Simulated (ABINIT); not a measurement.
# AlNi (Cmmm) in ABINIT: Hubbard U by linear response with PBEsol+U

Aim: the Hubbard U by linear response of AlNi with PBEsol+U.

Everything below comes from runs of ABINIT 10.8.3 (patched build). Logs are shortened: lines on timing, memory, paths and dates and some standing lists are left out, and cuts for length are marked. The log counts tension as positive stress, the text compression.

## (1) The crystal as given

Symmetry: Cmmm, No. 65, orthorhombic system. The conventional cell has a = 3.877 Å, b = 3.906 Å, c = 3.099 Å, α = 90.00°, β = 90.00°, γ = 90.00°. Ni (site symmetry mmm) is surrounded by 8 Al at 2.48 to 2.49 Å and 4 Ni at 2.75 Å. Al (site symmetry mmm) has 8 Ni at 2.48 to 2.49 Å and 4 Al at 2.75 Å as nearest neighbours.

The cell comes from a database or a generator and needn't be the stable form of this composition.

## (2) Hubbard U by linear response, PBEsol+U, collinear spin, ferromagnetic start

Contents of run.abi:

```
# Datasets
ndtset 4

# Pseudopotentials
pp_dirpath "./"
pseudos "Ni.GGA_PBE-JTH.xml, Al.GGA_PBE-JTH.xml"

# Structure
structure "poscar:POSCAR"
natom 2
chkprim 0
chksymtnons 0
tolsym 1.0e-6

# Plane-wave basis
ecut 41.0
pawecutdg 63.0
pawxcdev 0

# k points
kptopt 2
ngkpt 5 5 4
nshiftk 1
shiftk 0.0 0.0 0.0

# Exchange and correlation
ixc -116133

# Bands and occupations
nband 15
occopt 3
tsmear 0.00734986

# Spin
nsppol 2
spinat
     0.0000000000     0.0000000000     1.0000000000
     0.0000000000     0.0000000000     0.0000000000
nsym 1

# DFT+U
usepawu 1
lpawu 2 -1
upawu 4.0 0.0 eV
jpawu 0.0 0.0 eV
dmatpuopt 2

# SCF cycle
nstep 120
tolvrs 1.0e-9

# Output
prteig 0
prtebands 0
prtden 0
prtwf 0

# Linear response
irdwfk 1
macro_uj 1
pawujat 1
pawujv1 -0.15 eV
pawujv2 -0.05 eV
pawujv3 0.05 eV
pawujv4 0.15 eV
```

Contents of POSCAR:

```
AlNi
1.0
    1.9386940000     -1.9531901500      0.0000000000
    1.9386940000      1.9531901500      0.0000000000
    0.0000000000      0.0000000000      3.0994300413
Ni Al
1 1
Direct
    0.5000000000      0.5000000000      0.5000000000  Ni
    0.0000000000      0.0000000000      0.0000000000  Al
```

Contents of gs.abi:

```
# Pseudopotentials
pp_dirpath "./"
pseudos "Ni.GGA_PBE-JTH.xml, Al.GGA_PBE-JTH.xml"

# Structure
structure "poscar:POSCAR"
natom 2
chkprim 0
chksymtnons 0
tolsym 1.0e-6

# Plane-wave basis
ecut 41.0
pawecutdg 63.0
pawxcdev 0

# k points
kptopt 2
ngkpt 5 5 4
nshiftk 1
shiftk 0.0 0.0 0.0

# Exchange and correlation
ixc -116133

# Bands and occupations
nband 15
occopt 3
tsmear 0.00734986

# Spin
nsppol 2
spinat
     0.0000000000     0.0000000000     1.0000000000
     0.0000000000     0.0000000000     0.0000000000
nsym 1

# DFT+U
usepawu 1
lpawu 2 -1
upawu 4.0 0.0 eV
jpawu 0.0 0.0 eV
dmatpuopt 2

# SCF cycle
nstep 120
tolvrs 1.0e-9

# Output
prteig 0
prtebands 0
prtden 0
```

Potentials or basis: JTH PAW PBE v2.0.

Launch:

```sh
abinit gs.abi > log 2>&1
ln -s gso_WFK runi_DS1_WFK
ln -s gso_WFK runi_DS2_WFK
ln -s gso_WFK runi_DS3_WFK
ln -s gso_WFK runi_DS4_WFK
abinit run.abi > log 2>&1
lruj runo_DS1_LRUJ.nc runo_DS2_LRUJ.nc runo_DS3_LRUJ.nc runo_DS4_LRUJ.nc > lruj.log 2>&1
```

run.abo:

```text
.Version 10.8.3 of ABINIT
 DATASET    1 : space group P1 (#  1); Bravais aP (primitive triclinic)
================================================================================
 Values of the parameters that define the memory need for DATASET  1.
     intxc =       0    ionmov =       0      iscf =      17    lmnmax =      18
     lnmax =       6     mgfft =      36  mpssoang =       3    mqgrid =    3001
     natom =       2  nloc_mem =       2    nspden =       2   nspinor =       1
    nsppol =       2      nsym =       1    n1xccc =       1    ntypat =       2
    occopt =       3   xclevel =       2
       mpw =        2011          nfft =       32400          nkpt =          51
 PAW method is used; the additional fine FFT grid is defined by:
   mgfftf=        45    nfftf =     72000
================================================================================
================================================================================
[... 29 lines left out ...]
 DATASET    4 : space group P1 (#  1); Bravais aP (primitive triclinic)
================================================================================
 Values of the parameters that define the memory need for DATASET  4.
     intxc =       0    ionmov =       0      iscf =      17    lmnmax =      18
     lnmax =       6     mgfft =      36  mpssoang =       3    mqgrid =    3001
     natom =       2  nloc_mem =       2    nspden =       2   nspinor =       1
    nsppol =       2      nsym =       1    n1xccc =       1    ntypat =       2
    occopt =       3   xclevel =       2
       mpw =        2011          nfft =       32400          nkpt =          51
 PAW method is used; the additional fine FFT grid is defined by:
   mgfftf=        45    nfftf =     72000
================================================================================
================================================================================

--------------------------------------------------------------------------------
------------- Echo of variables that govern the present computation ------------
--------------------------------------------------------------------------------
 -outvars: echo values of preprocessed input variables --------
            acell      1.0000000000E+00  1.0000000000E+00  1.0000000000E+00 Bohr
              amu      5.86900000E+01  2.69815390E+01
         atvshift1      -0.00551   -0.00551   -0.00551   -0.00551   -0.00551
                        -0.00551   -0.00551   -0.00551   -0.00551   -0.00551
                         0.00000    0.00000    0.00000    0.00000    0.00000
                         0.00000    0.00000    0.00000    0.00000    0.00000
         atvshift2      -0.00184   -0.00184   -0.00184   -0.00184   -0.00184
                        -0.00184   -0.00184   -0.00184   -0.00184   -0.00184
                         0.00000    0.00000    0.00000    0.00000    0.00000
                         0.00000    0.00000    0.00000    0.00000    0.00000
         atvshift3       0.00184    0.00184    0.00184    0.00184    0.00184
                         0.00184    0.00184    0.00184    0.00184    0.00184
                         0.00000    0.00000    0.00000    0.00000    0.00000
                         0.00000    0.00000    0.00000    0.00000    0.00000
         atvshift4       0.00551    0.00551    0.00551    0.00551    0.00551
                         0.00551    0.00551    0.00551    0.00551    0.00551
                         0.00000    0.00000    0.00000    0.00000    0.00000
                         0.00000    0.00000    0.00000    0.00000    0.00000
          chkprim           0
      chksymtnons           0
           diemix      4.50000000E-01
             ecut      4.10000000E+01 Hartree
           irdwfk           1
                       outvar_i_n : Printing only first  50 k-points.
              ixc     -116133
           jdtset        1    2    3    4
                       outvar_i_n : Printing only first  50 k-points.
           kptopt           2
         kptrlatt        5    0    0      0    5    0      0    0    4
          kptrlen      2.34282957E+01
            lpawu           2      -1
         macro_uj        1
            natom           2
            nband          15
        natvshift        5
           ndtset           4
            ngfft          30      30      36
          ngfftdg          40      40      45
             nkpt          51
           nspden           2
           nsppol           2
            nstep         120
             nsym           1
           ntypat           2
                       prtocc : prtvol=0, do not print more k-points.
                       1.000000  1.000000  1.000000  1.000000  1.000000  1.000000
                       1.000000  1.000000  1.000000  1.000000  1.000000  0.000000
                       0.000000  0.000000  0.000000
                       1.000000  1.000000  1.000000  1.000000  1.000000  1.000000
                       1.000000  1.000000  1.000000  1.000000  0.000000  0.000000
                       0.000000  0.000000  0.000000
                       1.000000  1.000000  1.000000  1.000000  1.000000  1.000000
                       1.000000  1.000000  1.000000  1.000000  0.000000  0.000000
                       0.000000  0.000000  0.000000
                       1.000000  1.000000  1.000000  1.000000  1.000000  1.000000
                       1.000000  1.000000  1.000000  1.000000  0.000000  0.000000
                       0.000000  0.000000  0.000000
                       1.000000  1.000000  1.000000  1.000000  1.000000  1.000000
                       1.000000  1.000000  1.000000  1.000000  0.000000  0.000000
                       0.000000  0.000000  0.000000
                       1.000000  1.000000  1.000000  1.000000  1.000000  1.000000
                       1.000000  1.000000  1.000000  1.000000  0.000000  0.000000
[... 118 lines left out ...]
                       1.000000  1.000000  1.000000  1.000000  1.000000  1.000000
                       1.000000  1.000000  1.000000  1.000000  0.000000  0.000000
                       0.000000  0.000000  0.000000
                       1.000000  1.000000  1.000000  1.000000  1.000000  1.000000
                       1.000000  1.000000  1.000000  1.000000  0.000000  0.000000
                       0.000000  0.000000  0.000000
                       1.000000  1.000000  1.000000  1.000000  1.000000  1.000000
                       1.000000  1.000000  1.000000  1.000000  0.000000  0.000000
                       0.000000  0.000000  0.000000
                       1.000000  1.000000  1.000000  1.000000  1.000000  1.000000
                       1.000000  1.000000  1.000000  1.000000  0.000000  0.000000
                       0.000000  0.000000  0.000000
                       1.000000  1.000000  1.000000  1.000000  1.000000  1.000000
                       1.000000  1.000000  1.000000  1.000000  0.000000  0.000000
                       0.000000  0.000000  0.000000
                       prtocc : prtvol=0, do not print more k-points.
           occopt           3
        pawecutdg      6.30000000E+01 Hartree
           pawujv1    -5.5123983263E-03 Hartree
           pawujv2    -1.8374661088E-03 Hartree
           pawujv3     1.8374661088E-03 Hartree
           pawujv4     5.5123983263E-03 Hartree
         pawxcdev           0
           prtden           0
        prtebands           0
           prteig           0
            prtwf           0
            rprim      3.6636007019E+00 -3.6909944553E+00  0.0000000000E+00
                       3.6636007019E+00  3.6909944553E+00  0.0000000000E+00
                       0.0000000000E+00  0.0000000000E+00  5.8570739245E+00
          spgroup           1
           spinat      0.0000000000E+00  0.0000000000E+00  1.0000000000E+00
                       0.0000000000E+00  0.0000000000E+00  0.0000000000E+00
           tolsym      1.00000000E-06
           tolvrs      1.00000000E-09
           tsmear      7.34986000E-03 Hartree
            typat      1  2
            upawu      1.46997289E-01  0.00000000E+00 Hartree
          usepawu           1
           useylm           1
                       outvars : Printing only first  50 k-points.
           xangst      1.9386940000E+00  1.8154221701E-17  1.5497150207E+00
                       0.0000000000E+00  0.0000000000E+00  0.0000000000E+00
            xcart      3.6636007019E+00  3.4306507044E-17  2.9285369622E+00
                       0.0000000000E+00  0.0000000000E+00  0.0000000000E+00
             xred      5.0000000000E-01  5.0000000000E-01  5.0000000000E-01
                       0.0000000000E+00  0.0000000000E+00  0.0000000000E+00
            znucl       28.00000   13.00000

================================================================================

 chkinp: Checking input parameters for consistency, jdtset=   1.

 chkinp: Checking input parameters for consistency, jdtset=   2.
[... 30 lines left out ...]
 getcut: wavevector=  0.0000  0.0000  0.0000  ngfft=  40  40  45
         ecut(hartree)=     63.000   => boxcut(ratio)=   2.10250

--- Pseudopotential description ------------------------------------------------
- pspini: atom type   1  psp file is ./Ni.GGA_PBE-JTH.xml
 Pseudopotential format is: paw10
 basis_size (lnmax)=  6 (lmn_size= 18), orbitals=   0   0   1   1   2   2
 Spheres core radius: rc_sph= 1.81432190
 Shapefunction is SIN type: shapef(r)=[sin(pi*r/rshp)/(pi*r/rshp)]**2
 Radius for shape functions =  1.60094920
 Compensation charge density is not taken into account in XC energy/potential

- pspini: atom type   2  psp file is ./Al.GGA_PBE-JTH.xml
 Pseudopotential format is: paw10
 basis_size (lnmax)=  4 (lmn_size=  8), orbitals=   0   0   1   1
 Spheres core radius: rc_sph= 1.90363307
 Shapefunction is SIN type: shapef(r)=[sin(pi*r/rshp)/(pi*r/rshp)]**2
 Radius for shape functions =  1.60786206
 Compensation charge density is not taken into account in XC energy/potential

   3.85142653E+02                                ecore*ucvol(ha*bohr**3)
--------------------------------------------------------------------------------

-inwffil : will read wavefunctions from disk file runi_DS1_WFK

 ******************************************
 DFT+U Method used: FLL
 ******************************************
[... 993 lines left out ...]
-Cartesian components of stress tensor (GPa)         [Pressure=  1.7736E+00 GPa]
- sigma(1 1)= -5.37396906E+00  sigma(3 2)=  3.44071899E-08
- sigma(2 2)= -3.91454457E+00  sigma(3 1)= -5.23328887E-09
- sigma(3 3)=  3.96773261E+00  sigma(2 1)= -2.03768485E-06

== END DATASET(S) ==============================================================
================================================================================

 -outvars: echo values of variables after computation  --------
            acell      1.0000000000E+00  1.0000000000E+00  1.0000000000E+00 Bohr
           etotal1    -1.7283203820E+02
           etotal2    -1.7280358983E+02
           etotal3    -1.7277519580E+02
           etotal4    -1.7274685600E+02
            fcart1    -1.7069311621E-11  8.0677877508E-11 -6.5329225447E-11
                       1.7069311621E-11 -8.0677877508E-11  6.5329225447E-11
            fcart2    -1.1132604326E-10  5.0621353180E-11 -1.7019312803E-11
                       1.1132604326E-10 -5.0621353180E-11  1.7019312803E-11
            fcart3    -1.2114244855E-10  3.5176750290E-11  5.7324292738E-11
                       1.2114244855E-10 -3.5176750290E-11 -5.7324292738E-11
            fcart4     1.1869205236E-10  3.4373738749E-10  2.5968070542E-10
                      -1.1869205236E-10 -3.4373738749E-10 -2.5968070542E-10
            rprim      3.6636007019E+00 -3.6909944553E+00  0.0000000000E+00
                       3.6636007019E+00  3.6909944553E+00  0.0000000000E+00
                       0.0000000000E+00  0.0000000000E+00  5.8570739245E+00
           strten1    -1.8685328896E-04 -1.3705738517E-04  1.5065482291E-04
                       1.6925389733E-12  8.7369257156E-13  4.7411776337E-11
           strten2    -1.8543560823E-04 -1.3570223808E-04  1.4544224405E-04
                       9.4582473969E-13 -3.7242717110E-12  2.5473869448E-11
           strten3    -1.8396773250E-04 -1.3429841354E-04  1.4022851129E-04
                      -6.6883412770E-13  4.3571960320E-12  1.7145547028E-11
           strten4    -1.8265749580E-04 -1.3305266546E-04  1.3486049025E-04
                       1.1694766144E-12 -1.7787587328E-13 -6.9259500246E-11
           xangst      1.9386940000E+00  1.8154221701E-17  1.5497150207E+00
                       0.0000000000E+00  0.0000000000E+00  0.0000000000E+00
             xred      5.0000000000E-01  5.0000000000E-01  5.0000000000E-01
                       0.0000000000E+00  0.0000000000E+00  0.0000000000E+00
 Calculation completed.
```

It took 5.8 min on 1 thread of Arm Neoverse V2, shared host; peak memory 0.2 GiB.

Results:

| Item | Value |
| --- | --- |
| Free energy | -4701.8387 eV |
| Pressure | 1.7 GPa |
| Band gap on the k mesh | none (metal or under the smearing width) |
| Net moment | 0.00 μB per cell |
| Hubbard U from linear response | 4.19 eV |

Eigenvalues of the final occupation matrices:
| site | spin | trace | eigenvalues |
| --- | --- | --- | --- |
| atom 1 | 1 | 3.86 | 0.75 0.76 0.76 0.78 0.80 |
| atom 1 | 2 | 3.86 | 0.75 0.76 0.76 0.78 0.80 |

Caveat: the k mesh is coarse (spacing up to 0.51 Å⁻¹), so the values aren't converged; the shifted atom has its images in every cell, so this scalar value isn't converged in cell size and belongs to these projectors alone; the starting moments collapsed, and a magnetic state may lie lower; the PAW data sets were made with another functional, which shifts forces and pressure a little; the U is typed as a test and isn't derived for this compound. The state reached can hang on the start; a lower one may exist.
